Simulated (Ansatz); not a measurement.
Be2C under changes of volume

One of the cells (6.765 Å³/atom); the others are scaled copies at fixed shape and fractional positions:

```
C Be
1.0
     0.00000    2.16500    2.16500
     2.16500    0.00000    2.16500
     2.16500    2.16500    0.00000
C Be
1 2
Direct
  0.00000 0.00000 0.00000
  0.75000 0.75000 0.75000
  0.25000 0.25000 0.25000
```

```yaml
Program: Ansatz 0.2.0
Functional: r2SCAN
Potentials_or_basis: Ansatz PAW
Cutoff: "500 eV (not typed: the program's choice for these potentials)"
k_mesh: 11 × 11 × 11
Occupations: fermi-dirac, width 0.05 eV
Spin: no spin polarisation
```

| volume (Å³/atom) | energy over the lowest point (meV/atom) | pressure (GPa) | gap on the mesh (eV) |
| --- | --- | --- | --- |
| 6.359 | 13.62 | 12.7 | 1.66 |
| 6.495 | ? | ? | ? |
| 6.630 | 0.68 | 3.0 | 1.64 |
| 6.765 | 0.00 | -1.3 | 1.63 |
| 6.901 | 2.74 | -5.2 | 1.62 |
| 7.036 | 8.61 | -8.7 | 1.61 |
| 7.171 | 17.34 | -11.9 | 1.59 |

**Question.** What does the run at 6.495 Å³/atom give?

**Answer.** Energy over the lowest point 5.10 meV/atom; pressure 7.6 GPa; gap on the mesh 1.65 eV.

Worked out: A Birch-Murnaghan fit of order 3 (a polynomial in V^(-2/3)) to the other rows has its minimum at 6.72 Å³/atom with B0 = V·E''(V) = 207 GPa and B' = 3.3. It gives 5.09 meV/atom at 6.495 Å³/atom, against the run's 5.10, and -dE/dV = 7.6 GPa, against 7.6. A straight line through the other rows of the gap, of slope -0.555 eV per unit of ln V, gives 1.65 eV, against the run's 1.65.

Energies are extrapolated to zero smearing.

Caveats: odd divisions of the mesh miss points on the zone boundary, where band edges often lie, so the gap on the mesh can be too wide; the PAW data sets come from PBE, with cores solved anew for the run's functional, which leaves a small shift of forces and pressure.

A mesh can miss the band edges.
